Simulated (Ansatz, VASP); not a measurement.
Given: the input of a run of VASP 6.6.1 on InPd.

Contents of INCAR:

```
SYSTEM = InPd
ALGO     = Normal         ! electronic algorithm
EDIFF    = 1E-7           ! SCF threshold, eV
EDIFFG   = -0.01          ! ionic threshold
ENCUT    = 600            ! plane-wave cutoff, eV
IBRION   = 2              ! ionic algorithm
ISIF     = 3              ! what is computed and relaxed
ISMEAR   = -1             ! smearing method
IVDW     = 13             ! dispersion correction
LASPH    = .TRUE.         ! aspherical terms in the spheres
LCHARG   = .FALSE.        ! write CHGCAR
LMIXTAU  = .TRUE.       
LREAL    = .FALSE.        ! projectors in reciprocal space
LWAVE    = .FALSE.        ! write WAVECAR
METAGGA  = R2SCAN         ! meta-GGA
NELM     = 80             ! most SCF steps
NSW      = 40             ! ionic steps
PREC     = Accurate       ! precision mode
SIGMA    = 0.05           ! smearing width, eV
VDW_A1   = 0.51559235   
VDW_A2   = 5.77342911   
VDW_S6   = 1.0          
VDW_S8   = 0.6018749
```

Contents of KPOINTS:

```
k-points
0
G
  8 8 8
  0 0 0
```

Contents of POSCAR:

```
InPd
1.0
    0.0000000000      2.7460700000      2.7460700000
    2.7460700000      0.0000000000      2.7460700000
    2.7460700000      2.7460700000      0.0000000000
In Pd
1 1
Direct
    0.0000000000      0.0000000000      0.0000000000
    0.5000000000      0.5000000000      0.5000000000
```

Potentials or basis: VASP PAW PBE potentials, release 64 (In_d, Pd).

The run is started by

```console
$ cat potpaw_PBE.64/In_d/POTCAR potpaw_PBE.64/Pd/POTCAR > POTCAR
$ mpirun -np 1 vasp_std > vasp.out
```

Question: Set up the same calculation for Ansatz 0.2.0. Potentials there: Ansatz PAW.

Answer: As run (the cutoff follows the program's own potentials):

Contents of input.yaml:

```yaml
crystal:
  lattice:
    - [0.0, 2.74607, 2.74607]
    - [2.74607, 0.0, 2.74607]
    - [2.74607, 2.74607, 0.0]
  atoms:
    - { symbol: In, position: [0.0, 0.0, 0.0] }
    - { symbol: Pd, position: [0.5, 0.5, 0.5] }
hamiltonian:
  xc: r2scan
  pseudopotentials: { kind: paw }
  dispersion: d4
kpoints:
  mp_grid: { grid: [8, 8, 8] }
scf:
  occupations: { method: fermi_dirac, width: 0.05 }
output:
  forces: true
  stress: true
  eigenvalues: true
relax:
  f_tol: 0.01
  max_steps: 40
  cell: { stress_tol: 0.05 }
```

Potentials or basis: Ansatz PAW.

Command:

```sh
$ ansatz run input.yaml --threads 2 --pin off --max-ram 5632MiB --backend cpu --events-out ev --progress --plain --runs-dir out
```

Both were run:

|  | VASP | Ansatz | Ansatz less VASP |
| --- | --- | --- | --- |
| gap on the k mesh at the Fermi level, each at its own relaxed structure (eV) | none | none | - |
| relaxed volume (Å³/atom) | 19.95 | 19.84 | -0.105 |
| relaxed cell length with the largest relative difference (Å) | 3.835 | 3.829 | -0.0067 |
| energy change over the relaxation (meV/atom) | -9 | -11 | -2.4 |

A gap of «none» marks a metal or a gap that the smearing closes. The two sets of potentials don't hold the same shells in valence.

Caveats: pairwise dispersion overbinds metals, which lowers pressure and volume; the PAW data sets were made with another functional, which shifts forces and pressure a little (VASP); the plane-wave basis is chosen anew once the cell has moved, so the energies of steps on either side of that aren't comparable (Ansatz); the PAW data sets come from PBE, with cores solved anew for the run's functional, which leaves a small shift of forces and pressure (Ansatz).
